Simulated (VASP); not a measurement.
Crystal: ZnSe (Stilleite).

```xyz
2
Lattice="0.0000 2.8338 2.8338 2.8338 0.0000 2.8338 2.8338 2.8338 0.0000" Properties=species:S:1:pos:R:3 pbc="T T T"
Zn    0.0000    0.0000    0.0000
Se    1.4169    1.4169    1.4169
```

Base run:

| Item | Value |
| --- | --- |
| Program | VASP 6.6.1 |
| Functional | r2SCAN |
| Potentials or basis | VASP PAW PBE potentials, release 64 (Zn, Se) |
| Cutoff | 520 eV |
| k mesh | 7 × 7 × 7 |
| Occupations | fermi-dirac, width 0.02 eV |
| Spin | no spin polarisation |

Its results: band gap on the k mesh 1.87 eV, direct; pressure 0.0 GPa.

Problem. The run is repeated on the same cell with these changes: functional from r2SCAN to HSE06; k mesh from 7 × 7 × 7 to 5 × 5 × 5. What comes out?

Solution. Band gap on the k mesh 2.43 eV, direct; pressure 1.2 GPa.

Several settings changed at once, so the effect can't be laid on one alone.

Caveats: the PAW data sets were made with another functional, which shifts forces and pressure a little.

